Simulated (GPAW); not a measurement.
# CuO (Pm-3m) in GPAW: a series of runs

The runs below take CuO through relaxation of cell and atoms, with PBEsol.

All numbers are computed with GPAW 26.7.0; they aren't measurements. Logs are shortened: lines on timing, memory, paths and dates and some standing lists are left out, and cuts for length are marked. The log counts tension as positive stress, the text compression.

**1. The crystal as given**

It takes space group Pm-3m (No. 221, cubic). The conventional cell has a = 2.553 Å, b = 2.553 Å, c = 2.553 Å, α = 90.00°, β = 90.00°, γ = 90.00°. Cu (site symmetry m-3m) has 8 O at 2.21 Å as nearest neighbours. Around O (site symmetry m-3m) lie 8 Cu at 2.21 Å.

Measurements of this composition are mostly on another form, of space group No. 15.

**2. Relaxation of cell and atoms, PBEsol, target pressure 20 GPa, at which the enthalpy is minimised**

The input, run.py:

```python
from ase.filters import FrechetCellFilter
from ase.io import read, write
from ase.optimize import BFGS
from ase.units import GPa
from gpaw import GPAW, PW, setup_paths

setup_paths.insert(0, '.')

atoms = read('CuO.xyz')

calc = GPAW(mode=PW(800),
            xc='PBEsol',
            kpts={'size': (10, 10, 10), 'gamma': True},
            occupations={'name': 'fermi-dirac', 'width': 0.05},
            nbands=19,
            convergence={'density': 1e-05, 'forces': 0.0001},
            maxiter=150,
            txt='gpaw.txt')
atoms.calc = calc
opt = BFGS(FrechetCellFilter(atoms, scalar_pressure=20 * GPa), trajectory='relax.traj', logfile='-')
done = opt.run(fmax=0.02, steps=60)
calc.write('gs.gpw')
write('result.traj', atoms)
print('Converged:', done)
print('Cell:', atoms.cell.cellpar().round(4))
print('Volume:', round(atoms.get_volume(), 4))
print(atoms.get_scaled_positions().round(5))
```

The input, CuO.xyz:

```xyz
2
Lattice="2.5525506100 0.0000000000 0.0000000000 0.0000000000 2.5525506100 0.0000000000 0.0000000000 0.0000000000 2.5525506100" Properties=species:S:1:pos:R:3 pbc="T T T"
Cu     0.0000000000      0.0000000000      0.0000000000
O      1.2762753050      1.2762753050      1.2762753050
```

Potentials or basis: PAW data sets generated in the run's folder for this functional, pw.

Started as:

```console
gpaw-setup -f PBEsol Cu O
OMP_NUM_THREADS=1 python run.py
```

gpaw.txt:

```text
__  _  _
 | _ |_)|_||  |
 |__||  | ||/\| - 26.7.0

Input parameters:
  mode=PW(ecut=800.0),
  convergence={'density': 1e-05, 'forces': 0.0001},
  kpts=MonkhorstPack(size=(10, 10, 10), gamma=True),
  maxiter=150,
  nbands=19,
  occupations=Occupations(name='fermi-dirac', width=0.05),
  xc=XC(name='PBEsol')

Diagonalizing LCAO Hamiltonian
Converting LCAO to pw mode
   .-----.
  /|     |
 * |     |
 | .-O---.
 |/     /
 Cu----*

Atoms  # Å, Bohr magnetons
|   | symbol |        x |        y |        z |    initial magnetic moments |
|---|--------|----------|----------|----------|-----------------------------|
| 0 |     Cu | 0.000000 | 0.000000 | 0.000000 | ( 0.0000,  0.0000,  0.0000) |
| 1 |      O | 1.276275 | 1.276275 | 1.276275 | ( 0.0000,  0.0000,  0.0000) |

Unit cell  # Å
| periodic |        x |        y |        z |  lengths |    angles |
|----------|----------|----------|----------|----------|-----------|
|      yes | 2.552551 | 0.000000 | 0.000000 | 2.552551 | 90.000000 |
|      yes | 0.000000 | 2.552551 | 0.000000 | 2.552551 | 90.000000 |
|      yes | 0.000000 | 0.000000 | 2.552551 | 2.552551 | 90.000000 |

Number of symmetries: 48
Symmetry operations  # r_c * U_cc + t_c -> r_c
|    | kind |            matrix            |
|----|------|------------------------------|
|  0 |  E   |  1, 0, 0,  0, 1, 0,  0, 0, 1 |
|  1 |  σ   |  1, 0, 0,  0, 1, 0,  0, 0,-1 |
|  2 |  σ   |  1, 0, 0,  0, 0, 1,  0, 1, 0 |
|  3 |  C4  |  1, 0, 0,  0, 0, 1,  0,-1, 0 |
|  4 |  C4  |  1, 0, 0,  0, 0,-1,  0, 1, 0 |
|  5 |  σ   |  1, 0, 0,  0, 0,-1,  0,-1, 0 |
|  6 |  σ   |  1, 0, 0,  0,-1, 0,  0, 0, 1 |
|  7 |  C2  |  1, 0, 0,  0,-1, 0,  0, 0,-1 |
|  8 |  σ   |  0, 1, 0,  1, 0, 0,  0, 0, 1 |
|  9 |  C2  |  0, 1, 0,  1, 0, 0,  0, 0,-1 |
| 10 |  C3  |  0, 1, 0,  0, 0, 1,  1, 0, 0 |
| 11 |  S6  |  0, 1, 0,  0, 0, 1, -1, 0, 0 |
| 12 |  S6  |  0, 1, 0,  0, 0,-1,  1, 0, 0 |
| 13 |  C3  |  0, 1, 0,  0, 0,-1, -1, 0, 0 |
| 14 |  C4  |  0, 1, 0, -1, 0, 0,  0, 0, 1 |
| 15 |  S4  |  0, 1, 0, -1, 0, 0,  0, 0,-1 |
| 16 |  C3  |  0, 0, 1,  1, 0, 0,  0, 1, 0 |
| 17 |  S6  |  0, 0, 1,  1, 0, 0,  0,-1, 0 |
| 18 |  σ   |  0, 0, 1,  0, 1, 0,  1, 0, 0 |
| 19 |  C4  |  0, 0, 1,  0, 1, 0, -1, 0, 0 |
| 20 |  C2  |  0, 0, 1,  0,-1, 0,  1, 0, 0 |
| 21 |  S4  |  0, 0, 1,  0,-1, 0, -1, 0, 0 |
| 22 |  S6  |  0, 0, 1, -1, 0, 0,  0, 1, 0 |
| 23 |  C3  |  0, 0, 1, -1, 0, 0,  0,-1, 0 |
| 24 |  S6  |  0, 0,-1,  1, 0, 0,  0, 1, 0 |
| 25 |  C3  |  0, 0,-1,  1, 0, 0,  0,-1, 0 |
| 26 |  C4  |  0, 0,-1,  0, 1, 0,  1, 0, 0 |
| 27 |  σ   |  0, 0,-1,  0, 1, 0, -1, 0, 0 |
| 28 |  S4  |  0, 0,-1,  0,-1, 0,  1, 0, 0 |
| 29 |  C2  |  0, 0,-1,  0,-1, 0, -1, 0, 0 |
| 30 |  C3  |  0, 0,-1, -1, 0, 0,  0, 1, 0 |
| 31 |  S6  |  0, 0,-1, -1, 0, 0,  0,-1, 0 |
| 32 |  C4  |  0,-1, 0,  1, 0, 0,  0, 0, 1 |
| 33 |  S4  |  0,-1, 0,  1, 0, 0,  0, 0,-1 |
[... 184 lines left out ...]
|          0 |       -11.545 |     2.000 |
|          1 |         4.840 |     2.000 |
|          2 |         4.840 |     2.000 |
|          3 |         6.416 |     2.000 |
|          4 |         6.416 |     2.000 |
|          5 |         6.416 |     2.000 |
[... 9 lines left out ...]
|         15 |        42.980 |     0.000 |
|         16 |        43.372 |     0.000 |
|        ... |               |           |
|         18 |        43.381 |     0.000 |

No gap
No difference between direct/indirect transitions

Stress tensor  # eV/Ang^3
|         x |         y |         z |
|-----------|-----------|-----------|
| -0.073583 |  0.000000 |  0.000000 |
|  0.000000 | -0.073583 |  0.000000 |
|  0.000000 |  0.000000 | -0.073583 |

Forces  # eV/Ang
|        x |        y |        z |
|----------|----------|----------|
| -0.00000 | -0.00000 |  0.00000 |  # Cu   0
|  0.00000 |  0.00000 | -0.00000 |  # O    1

Interpolating wave functions to new cell
   .-----.
  /|     |
 * |     |
 | .-O---.
 |/     /
 Cu----*

Atoms  # Å, Bohr magnetons
|   | symbol |         x |         y |        z |    initial magnetic moments |
|---|--------|-----------|-----------|----------|-----------------------------|
| 0 |     Cu | -0.000000 | -0.000000 | 0.000000 | ( 0.0000,  0.0000,  0.0000) |
| 1 |      O |  1.272396 |  1.272396 | 1.272396 | ( 0.0000,  0.0000,  0.0000) |

Unit cell  # Å
| periodic |        x |        y |        z |  lengths |    angles |
|----------|----------|----------|----------|----------|-----------|
|      yes | 2.544793 | 0.000000 | 0.000000 | 2.544793 | 90.000000 |
|      yes | 0.000000 | 2.544793 | 0.000000 | 2.544793 | 90.000000 |
|      yes | 0.000000 | 0.000000 | 2.544793 | 2.544793 | 90.000000 |

Number of symmetries: 48
Symmetry operations  # r_c * U_cc + t_c -> r_c
|    | kind |            matrix            |
|----|------|------------------------------|
|  0 |  E   |  1, 0, 0,  0, 1, 0,  0, 0, 1 |
|  1 |  σ   |  1, 0, 0,  0, 1, 0,  0, 0,-1 |
|  2 |  σ   |  1, 0, 0,  0, 0, 1,  0, 1, 0 |
|  3 |  C4  |  1, 0, 0,  0, 0, 1,  0,-1, 0 |
|  4 |  C4  |  1, 0, 0,  0, 0,-1,  0, 1, 0 |
|  5 |  σ   |  1, 0, 0,  0, 0,-1,  0,-1, 0 |
|  6 |  σ   |  1, 0, 0,  0,-1, 0,  0, 0, 1 |
|  7 |  C2  |  1, 0, 0,  0,-1, 0,  0, 0,-1 |
|  8 |  σ   |  0, 1, 0,  1, 0, 0,  0, 0, 1 |
|  9 |  C2  |  0, 1, 0,  1, 0, 0,  0, 0,-1 |
| 10 |  C3  |  0, 1, 0,  0, 0, 1,  1, 0, 0 |
| 11 |  S6  |  0, 1, 0,  0, 0, 1, -1, 0, 0 |
| 12 |  S6  |  0, 1, 0,  0, 0,-1,  1, 0, 0 |
| 13 |  C3  |  0, 1, 0,  0, 0,-1, -1, 0, 0 |
| 14 |  C4  |  0, 1, 0, -1, 0, 0,  0, 0, 1 |
| 15 |  S4  |  0, 1, 0, -1, 0, 0,  0, 0,-1 |
| 16 |  C3  |  0, 0, 1,  1, 0, 0,  0, 1, 0 |
| 17 |  S6  |  0, 0, 1,  1, 0, 0,  0,-1, 0 |
| 18 |  σ   |  0, 0, 1,  0, 1, 0,  1, 0, 0 |
| 19 |  C4  |  0, 0, 1,  0, 1, 0, -1, 0, 0 |
| 20 |  C2  |  0, 0, 1,  0,-1, 0,  1, 0, 0 |
| 21 |  S4  |  0, 0, 1,  0,-1, 0, -1, 0, 0 |
| 22 |  S6  |  0, 0, 1, -1, 0, 0,  0, 1, 0 |
| 23 |  C3  |  0, 0, 1, -1, 0, 0,  0,-1, 0 |
| 24 |  S6  |  0, 0,-1,  1, 0, 0,  0, 1, 0 |
| 25 |  C3  |  0, 0,-1,  1, 0, 0,  0,-1, 0 |
| 26 |  C4  |  0, 0,-1,  0, 1, 0,  1, 0, 0 |
| 27 |  σ   |  0, 0,-1,  0, 1, 0, -1, 0, 0 |
| 28 |  S4  |  0, 0,-1,  0,-1, 0,  1, 0, 0 |
| 29 |  C2  |  0, 0,-1,  0,-1, 0, -1, 0, 0 |
| 30 |  C3  |  0, 0,-1, -1, 0, 0,  0, 1, 0 |
| 31 |  S6  |  0, 0,-1, -1, 0, 0,  0,-1, 0 |
| 32 |  C4  |  0,-1, 0,  1, 0, 0,  0, 0, 1 |
| 33 |  S4  |  0,-1, 0,  1, 0, 0,  0, 0,-1 |
[... 183 lines left out ...]
|          0 |       -11.491 |     2.000 |
|          1 |         4.939 |     2.000 |
|          2 |         4.939 |     2.000 |
|          3 |         6.533 |     2.000 |
|          4 |         6.533 |     2.000 |
|          5 |         6.533 |     2.000 |
[... 9 lines left out ...]
|         15 |        43.255 |     0.000 |
|         16 |        43.255 |     0.000 |
|        ... |               |           |
|         18 |        43.677 |     0.000 |

No gap
No difference between direct/indirect transitions

Stress tensor  # eV/Ang^3
|         x |         y |         z |
|-----------|-----------|-----------|
| -0.088688 | -0.000000 |  0.000000 |
| -0.000000 | -0.088688 |  0.000000 |
|  0.000000 |  0.000000 | -0.088688 |

Forces  # eV/Ang
|        x |        y |        z |
|----------|----------|----------|
|  0.00000 | -0.00000 | -0.00000 |  # Cu   0
| -0.00000 | -0.00000 | -0.00000 |  # O    1

Interpolating wave functions to new cell

           O

       Cu

Atoms  # Å, Bohr magnetons
|   | symbol |         x |        y |         z |    initial magnetic moments |
|---|--------|-----------|----------|-----------|-----------------------------|
| 0 |     Cu | -0.000000 | 0.000000 | -0.000000 | ( 0.0000,  0.0000,  0.0000) |
| 1 |      O |  1.263440 | 1.263440 |  1.263440 | ( 0.0000,  0.0000,  0.0000) |

Unit cell  # Å
| periodic |         x |         y |        z |  lengths |    angles |
|----------|-----------|-----------|----------|----------|-----------|
|      yes |  2.526881 |  0.000000 | 0.000000 | 2.526881 | 90.000000 |
|      yes |  0.000000 |  2.526881 | 0.000000 | 2.526881 | 90.000000 |
|      yes | -0.000000 | -0.000000 | 2.526881 | 2.526881 | 90.000000 |

Number of symmetries: 48
Symmetry operations  # r_c * U_cc + t_c -> r_c
|    | kind |            matrix            |
|----|------|------------------------------|
|  0 |  E   |  1, 0, 0,  0, 1, 0,  0, 0, 1 |
|  1 |  σ   |  1, 0, 0,  0, 1, 0,  0, 0,-1 |
|  2 |  σ   |  1, 0, 0,  0, 0, 1,  0, 1, 0 |
|  3 |  C4  |  1, 0, 0,  0, 0, 1,  0,-1, 0 |
|  4 |  C4  |  1, 0, 0,  0, 0,-1,  0, 1, 0 |
|  5 |  σ   |  1, 0, 0,  0, 0,-1,  0,-1, 0 |
|  6 |  σ   |  1, 0, 0,  0,-1, 0,  0, 0, 1 |
|  7 |  C2  |  1, 0, 0,  0,-1, 0,  0, 0,-1 |
|  8 |  σ   |  0, 1, 0,  1, 0, 0,  0, 0, 1 |
|  9 |  C2  |  0, 1, 0,  1, 0, 0,  0, 0,-1 |
| 10 |  C3  |  0, 1, 0,  0, 0, 1,  1, 0, 0 |
| 11 |  S6  |  0, 1, 0,  0, 0, 1, -1, 0, 0 |
| 12 |  S6  |  0, 1, 0,  0, 0,-1,  1, 0, 0 |
| 13 |  C3  |  0, 1, 0,  0, 0,-1, -1, 0, 0 |
| 14 |  C4  |  0, 1, 0, -1, 0, 0,  0, 0, 1 |
| 15 |  S4  |  0, 1, 0, -1, 0, 0,  0, 0,-1 |
| 16 |  C3  |  0, 0, 1,  1, 0, 0,  0, 1, 0 |
| 17 |  S6  |  0, 0, 1,  1, 0, 0,  0,-1, 0 |
| 18 |  σ   |  0, 0, 1,  0, 1, 0,  1, 0, 0 |
| 19 |  C4  |  0, 0, 1,  0, 1, 0, -1, 0, 0 |
| 20 |  C2  |  0, 0, 1,  0,-1, 0,  1, 0, 0 |
| 21 |  S4  |  0, 0, 1,  0,-1, 0, -1, 0, 0 |
| 22 |  S6  |  0, 0, 1, -1, 0, 0,  0, 1, 0 |
| 23 |  C3  |  0, 0, 1, -1, 0, 0,  0,-1, 0 |
| 24 |  S6  |  0, 0,-1,  1, 0, 0,  0, 1, 0 |
| 25 |  C3  |  0, 0,-1,  1, 0, 0,  0,-1, 0 |
| 26 |  C4  |  0, 0,-1,  0, 1, 0,  1, 0, 0 |
| 27 |  σ   |  0, 0,-1,  0, 1, 0, -1, 0, 0 |
| 28 |  S4  |  0, 0,-1,  0,-1, 0,  1, 0, 0 |
| 29 |  C2  |  0, 0,-1,  0,-1, 0, -1, 0, 0 |
| 30 |  C3  |  0, 0,-1, -1, 0, 0,  0, 1, 0 |
| 31 |  S6  |  0, 0,-1, -1, 0, 0,  0,-1, 0 |
| 32 |  C4  |  0,-1, 0,  1, 0, 0,  0, 0, 1 |
| 33 |  S4  |  0,-1, 0,  1, 0, 0,  0, 0,-1 |
[... 183 lines left out ...]
|          0 |       -11.363 |     2.000 |
|          1 |         5.170 |     2.000 |
|          2 |         5.170 |     2.000 |
|          3 |         6.808 |     2.000 |
|          4 |         6.808 |     2.000 |
|          5 |         6.808 |     2.000 |
[... 9 lines left out ...]
|         15 |        43.900 |     0.000 |
|         16 |        43.900 |     0.000 |
|        ... |               |           |
|         18 |        44.373 |     0.000 |

No gap
No difference between direct/indirect transitions

Stress tensor  # eV/Ang^3
|         x |         y |         z |
|-----------|-----------|-----------|
| -0.126192 |  0.000000 |  0.000000 |
|  0.000000 | -0.126192 |  0.000000 |
|  0.000000 |  0.000000 | -0.126192 |

Forces  # eV/Ang
|        x |        y |       z |
|----------|----------|---------|
| -0.00000 | -0.00000 | 0.00000 |  # Cu   0
|  0.00000 | -0.00000 | 0.00000 |  # O    1

# Writing to gs.gpw (mode='')
```

Wall time 98 s (1 thread of Intel Xeon Platinum 8259CL at 2.50GHz (Skylake/Cascade Lake), shared host); peak memory 0.2 GiB.

Results:

| Quantity | Value |
| --- | --- |
| Free energy | -9.6097 eV |
| Relaxed volume | 8.07 Å³/atom |
| Relaxed cell | a = 2.527 Å, b = 2.527 Å, c = 2.527 Å, α = 90.00°, β = 90.00°, γ = 90.00° |
| Space group after relaxing (to 0.05 Å) | Pm-3m (No. 221) |
| Energy change on relaxing (the enthalpy is what falls) | +25.8 meV/atom |
| Ionic steps | 3 |
| Pressure after relaxing | 20.2 GPa |
| Band gap on the k mesh | none (metal or under the smearing width) |

The path:
| step | energy change (eV) | largest force (eV/Å) | pressure (GPa) | volume (Å³) |
| --- | --- | --- | --- | --- |
| 1 | 0.0000 | 0.0000 | 11.79 | 16.63 |
| 2 | 0.0130 | 0.0000 | 14.21 | 16.48 |
| 3 | 0.0516 | 0.0000 | 20.22 | 16.13 |

Final structure:
```cif
data_structure
_symmetry_space_group_name_H-M 'P 1'
_symmetry_Int_Tables_number 1
_cell_length_a 2.5269
_cell_length_b 2.5269
_cell_length_c 2.5269
_cell_angle_alpha 90.000
_cell_angle_beta 90.000
_cell_angle_gamma 90.000
_cell_volume 16.13
loop_
_atom_site_label
_atom_site_type_symbol
_atom_site_fract_x
_atom_site_fract_y
_atom_site_fract_z
_atom_site_occupancy
Cu1 Cu 0.00000 0.00000 0.00000 1
O1 O 0.50000 0.50000 0.50000 1
```

Levels at points of the mesh, in eV from the Fermi level:
```
           k point  band 6  band 7  band 8  band 9  band 10  band 11  band 12  band 13
(0.00, 0.00, 0.00)   -2.23   -1.82   -1.82   -1.82     1.41    16.15    16.15    21.33
(0.50, 0.00, 0.00)   -1.75   -1.25    0.49    0.49     7.02     8.91    17.79    18.64
(0.50, 0.50, 0.00)   -2.39   -2.33   -1.27   -1.11     5.61    12.26    12.26    18.09
(0.50, 0.50, 0.50)   -1.23    0.40    0.40    0.40     6.95     6.95     6.95    14.73
```

Caveat: with this Cu data set, volumes or pressures lay over 1.5 % or 2 GPa off other programs in two to four cells of ten; later steps reuse the first step's grids; an odd number of electrons without spin polarisation forces a metal; a magnetic or distorted state may lie lower; the run has no spin polarisation, though such a crystal can be magnetic; semilocal functionals often make such compounds metallic where correlation or magnetic order opens a gap, which also shifts bond lengths.

**3. Relaxation of cell and atoms, PBEsol, target pressure 30 GPa, at which the enthalpy is minimised**

run.py: that of step 2 with these lines changed.

```diff
@@ -19,3 +19,3 @@
 atoms.calc = calc
-opt = BFGS(FrechetCellFilter(atoms, scalar_pressure=20 * GPa), trajectory='relax.traj', logfile='-')
+opt = BFGS(FrechetCellFilter(atoms, scalar_pressure=30 * GPa), trajectory='relax.traj', logfile='-')
 done = opt.run(fmax=0.02, steps=60)
```

CuO.xyz is that of step 2.

Potentials or basis: PAW data sets generated in the run's folder for this functional, pw.

Started as:

```console
gpaw-setup -f PBEsol Cu O
OMP_NUM_THREADS=1 python run.py
```

Wall time 2 min (1 thread of Intel Xeon Platinum 8259CL at 2.50GHz (Skylake/Cascade Lake), shared host); peak memory 0.22 GiB.

It converged, with:

- Free energy: -9.5308 eV
- Relaxed volume: 7.82 Å³/atom
- Relaxed cell: a = 2.501 Å, b = 2.501 Å, c = 2.501 Å, α = 90.00°, β = 90.00°, γ = 90.00°
- Space group after relaxing (to 0.05 Å): Pm-3m (No. 221)
- Energy change on relaxing (the enthalpy is what falls): +65.0 meV/atom
- Ionic steps: 4
- Pressure after relaxing: 30.0 GPa
- Band gap on the k mesh: none (metal or under the smearing width)

The path:
```
step  energy change (eV)  largest force (eV/Å)  pressure (GPa)  volume (Å³)
   1              0.0000                0.0000           11.79        16.63
   2              0.0318                0.0000           17.29        16.30
   3              0.1395                0.0000           31.01        15.60
   4              0.1300                0.0000           29.95        15.65
```

Final structure:
```
CELL_PARAMETERS angstrom
2.50119 0.00000 0.00000
0.00000 2.50119 0.00000
0.00000 0.00000 2.50119
ATOMIC_POSITIONS crystal
Cu 0.00000 0.00000 0.00000
O 0.50000 0.50000 0.50000
```

Levels at points of the mesh, in eV from the Fermi level:
```csv
k point,band 5,band 6,band 7,band 8,band 9,band 10,band 11,band 12,band 13,band 14
"(0.00, 0.00, 0.00)",-2.34,-2.34,-1.89,-1.89,-1.89,1.62,16.30,16.30,21.79,21.79
"(0.50, 0.00, 0.00)",-3.69,-1.81,-1.29,0.50,0.50,7.21,9.20,17.85,18.91,18.91
"(0.50, 0.50, 0.00)",-2.48,-2.48,-2.39,-1.30,-1.17,5.74,12.53,12.53,18.37,26.16
"(0.50, 0.50, 0.50)",-1.27,-1.27,0.42,0.42,0.42,6.97,6.97,6.97,15.21,24.04
```

Caveat: with this Cu data set, volumes or pressures lay over 1.5 % or 2 GPa off other programs in two to four cells of ten; later steps reuse the first step's grids; an odd number of electrons without spin polarisation forces a metal; a magnetic or distorted state may lie lower; the run has no spin polarisation, though such a crystal can be magnetic; semilocal functionals often make such compounds metallic where correlation or magnetic order opens a gap, which also shifts bond lengths.
